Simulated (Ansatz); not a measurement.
**Puckered SnTe monolayer in a perpendicular field**

What dipole does a perpendicular field induce in the puckered SnTe monolayer, and does the gap follow? A positive field points along +c.

Program: Ansatz 0.2.0. Level of theory: plane-wave DFT, PBE-D3(BJ), Ansatz PAW. Results are calculated unless marked as measured.

This is a report of a sequence of runs, with most program output left out.

### 1. Starting point

The cell holds 4 atoms: 2 Sn and 2 Te. Cell: a = 4.570 Å, b = 4.550 Å, c = 36.981 Å, α = 90.0°, β = 90.0°, γ = 90.0°. Vacuum lies along c.

### 2. Relaxing the slab

The starting cell is a guess, so the in-plane lattice and the atoms are relaxed first, with the slab cut off from its images along the normal.

input.yaml reads:

```yaml
crystal:
  lattice:
    - [4.57, 0.0, 0.0]
    - [0.0, 4.55, 0.0]
    - [0.0, 0.0, 36.9807999994]
  atoms:
    - { symbol: Sn, position: [0.06, 0.0, 0.4596980055] }
    - { symbol: Te, position: [0.44, 0.5, 0.4624021114] }
    - { symbol: Te, position: [0.94, 0.0, 0.5375978886] }
    - { symbol: Sn, position: [0.56, 0.5, 0.5403019945] }
  periodic: [true, true, false]
kpoints:
  mp_grid: { grid: [8, 8, 1] }
hamiltonian:
  xc: pbe
  dispersion: d3bj
scf:
  occupations: { method: fermi_dirac, width: 0.05 }
  convergence: { dr2_threshold: 1.0e-09 }
relax:
  f_tol: 0.004
  max_steps: 90
  cell: {}
output:
  write_potential: true
  write_density: true
  volumetric_format: npy
```

On the command line:

```sh
> ansatz run input.yaml --threads 2 --pin off --max-ram 3072MiB --backend cpu --events-out ev --progress --plain --runs-dir out
```

The job ended after 71 s (2 threads of AMD EPYC 9R45, shared host; peak memory 1.2 GiB; 2.3 min of CPU time).

Step by step:

| step | energy less that of the first step (eV) | largest force component (eV/Å) | volume (Å³) |
| --- | --- | --- | --- |
| 1 | 0.0000 | 0.9643 | 768.96 |
| 2 | -0.2534 | 0.3999 | 780.75 |
| 3 | -0.3064 | 0.0478 | 784.05 |
| 4 | -0.3076 | 0.0228 | 785.00 |
| 5 | -0.3082 | 0.0135 | 785.92 |
| 6 | -0.3084 | 0.0014 | 786.06 |
| 7* | -0.3088 | 0.0015 | 786.06 |

Relaxation steps marked * repeat the geometry before them on a plane-wave basis chosen anew for their cell, so energy and pressure can jump there.

Forces are held to the 4 operations that the run works with; a distortion that breaks them can't arise in this run.

| cell as run | before | after | change |
| --- | --- | --- | --- |
| a (Å) | 4.570 | 4.673 | +2.3 % |
| b (Å) | 4.550 | 4.549 | -0.0 % |

The atoms that moved most (Å, along periodic axes as changes of fractional coordinates times the final cell, across vacuum about the mean position):

| atom | dx | dy | dz | length |
| --- | --- | --- | --- | --- |
| Te2 | 0.161 | 0.000 | -0.159 | 0.226 |
| Te3 | 0.161 | 0.000 | 0.159 | 0.226 |
| Sn1 | -0.161 | 0.000 | 0.123 | 0.202 |
| Sn4 | -0.161 | 0.000 | -0.123 | 0.202 |

The relaxed structure:

```xyz
4
Lattice="4.6730 0.0000 0.0000 0.0000 4.5487 0.0000 0.0000 0.0000 36.9808" Properties=species:S:1:pos:R:3
Sn    0.1197    0.0000   17.1230
Te    2.2168    2.2744   16.9413
Te    4.5532    0.0000   20.0395
Sn    2.4562    2.2744   19.8578
```

The lattice constant a goes from 4.570 to 4.673 Å.

### 3. Atoms held, field 0

A sawtooth potential applies the field, turning back in the middle of the vacuum. With the dipole correction the typed value is the field outside the slab. The induced dipole is small, so the SCF threshold is tight.

The cell differs from the one that the last finished run ended in (c 36.981 → 21.098 Å).

input.yaml reads:

```yaml
crystal:
  lattice:
    - [4.6729716905, 0.0, 0.0]
    - [0.0, 4.5487014557, 0.0]
    - [0.0, 0.0, 21.0982575653]
  atoms:
    - { symbol: Sn, position: [0.0256213993, 0.0, 0.4351872906] }
    - { symbol: Te, position: [0.4743786007, 0.5, 0.4265755109] }
    - { symbol: Te, position: [0.9743786007, 0.0, 0.5734244891] }
    - { symbol: Sn, position: [0.5256213993, 0.5, 0.5648127094] }
kpoints:
  mp_grid: { grid: [10, 10, 1] }
  band_path:
    path:
      - [0, 0, 0]
      - [0.5, 0, 0]
      - [0.5, 0.5, 0]
      - [0, 0, 0]
      - [0, 0.5, 0]
      - [0.5, 0.5, 0]
    npoints: 16
hamiltonian:
  xc: pbe
  dispersion: d3bj
scf:
  occupations: { method: fermi_dirac, width: 0.02585 }
  convergence: { dr2_threshold: 1.0e-10 }
efield:
  axis: 3
  dipole_correction: true
  ramp_position: 0.97
  ramp_width: 0.06
  amplitude: 0
output:
  dos: { projected: true, e_range: [-6, 5] }
  write_potential: true
  write_density: true
  volumetric_format: npy
  elf: true
```

Run time: 16 s. Hardware: 2 threads; peak memory 1.2 GiB; 32 s of CPU time.

Numbers from this step:

```yaml
dipole_along_the_normal: -1.45e-6 e·Å
gap_along_the_path: 0.8352 eV
smallest_direct_gap_along_the_path: 0.8436 eV
ionisation_energy_upper_face: 4.217 eV
electron_affinity_upper_face: 3.382 eV
gap_the_smaller_of_path_and_mesh: 0.8352 eV
```

Running mean over a fixed 2.8 Å (it still follows the layers) of the planar mean; the ramp of the sawtooth is left out. Electron's electrostatic potential energy less the Fermi level against z:

z (Å), electron's electrostatic potential energy less the Fermi level (eV) and a bar from the least value:
```
      3.0       3.80 ##############################
      3.5       3.80 ##############################
      4.0       3.80 ##############################
      4.5       3.80 ##############################
      5.0       3.80 ##############################
      5.5       3.78 ##############################
      6.0       3.73 ##############################
      6.5       3.50 ############################
      7.0       2.66 ########################
      7.5       1.43 #################
      8.0       0.42 ###########
      8.5      -0.91 ####
      9.0      -1.54 #
      9.5      -1.58 
     10.0      -1.47 #
     10.5      -1.66 
     11.0      -1.50 #
     11.5      -1.54 #
     12.0      -1.59 
     12.5      -1.10 ###
     13.0       0.18 ##########
     13.5       1.24 ################
     14.0       2.41 ######################
     14.5       3.41 ############################
     15.0       3.70 #############################
     15.5       3.78 ##############################
     16.0       3.80 ##############################
     16.5       3.80 ##############################
     17.0       3.80 ##############################
     17.5       3.80 ##############################
     18.0       3.80 ##############################
```

The density of states has structure finer than the step of the table below, so its rows give means over 0.25 eV, whole bins alone (the curve runs from -6 to 1.75 eV). Peaks (eV: height): -3.630: 8.74, -3.330: 5.96, -2.310: 6.10, -2.200: 6.81, -1.340: 5.61, 0.950: 8.81, 1.280: 4.80.

The density of states by energy, zero at the Fermi level of the run, which the smearing sets inside the gap; means over each step:

| energy (eV) | density of states (states/eV a cell) |
| --- | --- |
| -5.75 | 0.169 |
| -5.50 | 0 |
| -5.25 | 0 |
| -5.00 | 0 |
| -4.75 | 0.510 |
| -4.50 | 1.06 |
| -4.25 | 1.10 |
| -4.00 | 1.26 |
| -3.75 | 1.91 |
| -3.50 | 4.87 |
| -3.25 | 4.81 |
| -3.00 | 3.64 |
| -2.75 | 3.10 |
| -2.50 | 3.32 |
| -2.25 | 5.85 |
| -2.00 | 3.98 |
| -1.75 | 1.74 |
| -1.50 | 2.68 |
| -1.25 | 3.77 |
| -1.00 | 3.21 |
| -0.75 | 1.00 |
| -0.50 | 0.112 |
| -0.25 | 0 |
| 0.00 | 0 |
| 0.25 | 0 |
| 0.50 | 0.466 |
| 0.75 | 2.91 |
| 1.00 | 4.11 |
| 1.25 | 3.43 |
| 1.50 | 3.39 |

Projected DOS per atom over height of the atomic layer and energy from the Fermi level. Layers: SnTe SnTe from below.

Values in states/eV, 22 rows by 2 columns, each cell a mean:
```
0.81 0.81
0.80 0.80
1.05 1.05
0.15 0.15
0.00 0.00
0.00 0.00
0.05 0.05
0.61 0.61
0.90 0.90
0.49 0.49
0.88 0.88
1.29 1.29
0.75 0.75
0.93 0.93
1.22 1.22
0.62 0.62
0.30 0.30
0.28 0.28
0.11 0.11
0.00 0.00
0.00 0.00
0.08 0.08
```
Columns: height of the atomic layer (Å) from 9.09 to 12.0; rows upwards: energy from the Fermi level (eV) from -5.96 to 1.69.

Electronic bands along the path, in eV, zero at the Fermi level of the run, which the smearing sets inside the gap:

| point | band 27 | band 28 | band 29 | band 30 | band 31 | band 32 | band 33 | band 34 |
| --- | --- | --- | --- | --- | --- | --- | --- | --- |
| Γ | -3.24 | -2.16 | -2.13 | -1.30 | 0.95 | 2.27 | 2.81 | 3.10 |
| halfway | -2.59 | -1.86 | -1.53 | -1.11 | 0.97 | 1.40 | 1.63 | 2.39 |
| X | -1.92 | -1.92 | -0.80 | -0.80 | 0.78 | 0.78 | 0.97 | 0.97 |
| halfway | -2.81 | -2.81 | -1.96 | -1.96 | 1.94 | 1.94 | 2.47 | 2.47 |
| S | -3.64 | -3.64 | -2.19 | -2.19 | 2.23 | 2.23 | 3.40 | 3.40 |
| halfway | -2.99 | -2.05 | -1.70 | -0.83 | 0.77 | 1.27 | 1.54 | 2.86 |
| Γ | -3.24 | -2.16 | -2.13 | -1.30 | 0.95 | 2.27 | 2.81 | 3.10 |
| halfway | -2.66 | -1.94 | -1.48 | -1.20 | 0.96 | 1.36 | 1.59 | 2.36 |
| Y | -1.99 | -1.99 | -0.97 | -0.97 | 0.71 | 0.71 | 0.84 | 0.84 |
| halfway | -2.87 | -2.87 | -2.02 | -2.02 | 1.93 | 1.93 | 2.37 | 2.37 |
| S | -3.64 | -3.64 | -2.19 | -2.19 | 2.23 | 2.23 | 3.40 | 3.40 |

ELF in the ca plane at fractional y = 0.000, with atoms of Sn and Te within 0.2 Å of it. It is the smooth field of the valence electrons, not physical close to the nuclei.

Ten even steps from '0' (0.00) to '9' (0.77), each cell a mean:
```
00000000000000003797530133686200379974100000
00000000000000001478654443576423589853100000
00000000000000000135665433367666788631000000
00000000000000000001233211136777764210000000
00000000000000000000001000012344321000000000
00000000000000000000000000000111000000000000
00000000000000000000011100000000000000000000
00000000000000000001122211012333321000000000
00000000000000000013443332236788875310000000
00000000000000000245543333468777899742000000
00000000000000002576520023587533689863100000
00000000000000013787510013686200379974100000
```
Columns run along c (16.0 Å, from fractional 0.05 to 0.81 of the cell), rows up along a (4.7 Å). Atoms in or near the plane, at fractional coordinates: Sn at (0.44, 0.03), Te at (0.57, 0.97).

Electrostatic potential energy in the ca plane at fractional y = 0.000, with atoms of Sn and Te within 0.2 Å of it. With pseudopotentials it is smooth inside the atoms' cores, unlike the true potential.

Ten even steps from '0' (-17 eV) to '9' (4 eV), each cell a mean:
```
99999999999999999986139812650799706999999999
99999999999999999998510015772166127999999999
99999999999999999999865568886211378999999999
99999999999999999999988889998877899999999999
99999999999999999999999999999999999999999999
99999999999999999999999999999999999999999999
99999999999999999999999999999999999999999999
99999999999999999999988889999999999999999999
99999999999999999998764467899877899999999999
99999999999999999987400005787311479999999999
99999999999999999986149921672155038999999999
99999999999999999985079950650799606999999999
```
Columns run along c (16.0 Å, from fractional 0.05 to 0.81 of the cell; values clipped at the 3rd and 97th percentile), rows up along a (4.7 Å). Atoms in or near the plane, at fractional coordinates: Sn at (0.44, 0.03), Te at (0.57, 0.97).

Valence density in the ca plane at fractional y = 0.000, with atoms of Sn and Te within 0.2 Å of it. It is the smooth field of the valence electrons, not physical close to the nuclei.

Values in units of 1e0 e/Å³, 7 rows by 16 columns, each cell a mean:
```
0.0 0.0 0.0 0.0 0.0 0.0 0.0 0.9 3.6 0.4 2.4 7.6 0.3 0.0 0.0 0.0
0.0 0.0 0.0 0.0 0.0 0.0 0.0 0.1 0.3 0.1 0.4 0.7 0.1 0.0 0.0 0.0
0.0 0.0 0.0 0.0 0.0 0.0 0.0 0.0 0.1 0.0 0.1 0.1 0.0 0.0 0.0 0.0
0.0 0.0 0.0 0.0 0.0 0.0 0.0 0.0 0.0 0.0 0.0 0.0 0.0 0.0 0.0 0.0
0.0 0.0 0.0 0.0 0.0 0.0 0.0 0.1 0.1 0.1 0.1 0.1 0.0 0.0 0.0 0.0
0.0 0.0 0.0 0.0 0.0 0.0 0.0 0.5 1.5 0.2 0.3 0.6 0.1 0.0 0.0 0.0
0.0 0.0 0.0 0.0 0.0 0.0 0.0 2.0 9.1 0.5 2.2 6.9 0.3 0.0 0.0 0.0
```
Columns run along c (16.0 Å, from fractional 0.05 to 0.81 of the cell), rows up along a (4.7 Å). Atoms in or near the plane, at fractional coordinates: Sn at (0.44, 0.03), Te at (0.57, 0.97).

The gap is 0.84 eV, with the valence edge 4.22 eV and the conduction edge 3.38 eV under the upper vacuum level. Spin-orbit coupling, left out in this run, matters for the bands of elements this heavy.

### 4. Atoms held, field 0.1 V/Å

input.yaml, as its differences from that of step 3:

```diff
@@ -32,5 +32,4 @@
   ramp_width: 0.06
-  amplitude: 0
+  amplitude: 0.1
 output:
-  dos: { projected: true, e_range: [-6, 5] }
   write_potential: true
@@ -38,2 +37 @@
   volumetric_format: npy
-  elf: true
```

It took 16 s on 2 threads; peak memory 1 GiB; 32 s of CPU time.

The dipole is 0.0687 e·Å, and the gap 0.835 eV.

### 5. Single point, field -0.1 V/Å

input.yaml, as its differences from that of step 4:

```diff
@@ -32,3 +32,3 @@
   ramp_width: 0.06
-  amplitude: 0.1
+  amplitude: -0.1
 output:
```

The job ended after 17 s (2 threads; peak memory 1 GiB; 33 s of CPU time).

The dipole is -0.0687 e·Å, and the gap 0.835 eV.

### 6. Response, atoms held

This step: plane-wave DFT, PBE-D3(BJ), Ansatz PAW; response to a field along the normal, atoms held (Ansatz 0.2.0).

The dipoles give the slope, and the difference of two potentials shows where the field is screened.

This step gave:

| Item | Value |
| --- | --- |
| equivalent conductor thickness p/(ε₀AE) | 5.850 Å |
| distance between the outer atoms | 3.098 Å |

Dipole of the cell against applied field:

| applied field (V/Å) | dipole of the cell (e·Å) |
| --- | --- |
| -0.1000 | -0.0687 |
| 0.0000 | -1.4e-6 |
| 0.1000 | 0.0687 |

Local field over the applied field, running mean. From the potentials at -0.1 and 0.1 V/Å; running mean over 2.5 Å. Table of local field over applied field by z:

| z (Å) | local field over applied field |
| --- | --- |
| 4.10 | 0.999 |
| 4.40 | 0.998 |
| 4.84 | 0.994 |
| 5.13 | 0.990 |
| 5.57 | 0.975 |
| 5.86 | 0.957 |
| 6.15 | 0.926 |
| 6.59 | 0.845 |
| 6.89 | 0.763 |
| 7.18 | 0.662 |
| 7.62 | 0.495 |
| 7.91 | 0.387 |
| 8.35 | 0.241 |
| 8.64 | 0.159 |
| 8.94 | 0.0932 |
| 9.38 | 0.0350 |
| 9.67 | 0.0228 |
| 9.96 | 0.0232 |
| 10.40 | 0.0288 |
| 10.70 | 0.0288 |
| 11.14 | 0.0232 |
| 11.43 | 0.0228 |
| 11.72 | 0.0350 |
| 12.16 | 0.0932 |
| 12.45 | 0.159 |
| 12.75 | 0.241 |
| 13.19 | 0.387 |
| 13.48 | 0.495 |
| 13.92 | 0.662 |
| 14.21 | 0.763 |
| 14.51 | 0.845 |
| 14.94 | 0.926 |
| 15.24 | 0.957 |
| 15.53 | 0.975 |
| 15.97 | 0.990 |
| 16.26 | 0.994 |
| 16.70 | 0.998 |
| 17.00 | 0.999 |

Electrons, planar mean, per unit field. The induced electron density by z:

z (Å), induced electron density (e/Å³ per V/Å) and a bar from the least value:
```
      4.5    0.00001 ###############
      5.0    0.00004 ###############
      5.5    0.00010 ###############
      6.0    0.00027 ################
      6.5    0.00070 #################
      7.0    0.00165 #####################
      7.5    0.00318 ############################
      8.0    0.00377 ##############################
      8.5    0.00132 ####################
      9.0   -0.00032 #############
      9.5   -0.00014 ##############
     10.0    0.00023 ###############
     10.5    0.00004 ###############
     11.0   -0.00025 #############
     11.5    0.00003 ###############
     12.0    0.00043 ################
     12.5   -0.00082 ###########
     13.0   -0.00352 
     13.5   -0.00347 
     14.0   -0.00192 #######
     14.5   -0.00083 ###########
     15.0   -0.00033 #############
     15.5   -0.00012 ##############
     16.0   -0.00004 ##############
     16.5   -0.00001 ##############
```

The smaller of the gaps on the path and on the k-mesh, counted as 0 under 0.03 eV. The gap stays at 0.835 eV for applied field from -0.1 to 0.1 V/Å.

By hand: between -0.1 and 0.1 V/Å the dipole changes by 0.1374 e·Å, a slope of 0.6872 e·Å²/V. A perfect conductor of thickness t has p = ε₀AEt, so t = 180.95 × 0.6872 / 21.256 = 5.85 Å (e/ε₀ = 180.95 V·Å, A in Å²).

The induced dipole is that of a conductor 5.85 Å thick.

### 7. Summary of results

```json
{
 "gap without field": "0.835 eV",
 "ionisation energy, upper face": "4.22 eV",
 "electron affinity, upper face": "3.38 eV",
 "equivalent conductor thickness, atoms held": "5.85 Å"
}
```

The induced dipole equals that of a perfect conductor 5.85 Å thick, while the outer atoms lie 3.10 Å apart; an out-of-plane ε follows only once a thickness t is chosen, by 1 − 1/ε = 5.85 Å / t. The gap stays within 0.01 eV of 0.84 eV over the fields run, up to 0.1 V/Å in size. Semilocal functionals give gaps that are too small, and excitons are not included. Spin-orbit coupling is left out, which matters for the bands of elements this heavy.

[Logs are printed without paths, hosts, clocks, repeated set-up lines and the standing remarks that a program may print on its own settings, such as how far it seeks lower states.]

[Hosts, paths, dates, database ids (printed as entryN), source tags and the programs' standing remarks are cut or masked in the printed files.]

[Maps of the electrostatic potential energy from Ansatz leave out the sawtooth potential of an applied field or a dipole correction, so their vacuum need not be flat; planar profiles and work functions include it.]

[The density of states shown here was stored with 400 of the rows of the run's finer table, so its peaks can read low, often by over a quarter, or be missed, and its means over a window can be off by a tenth or more.]
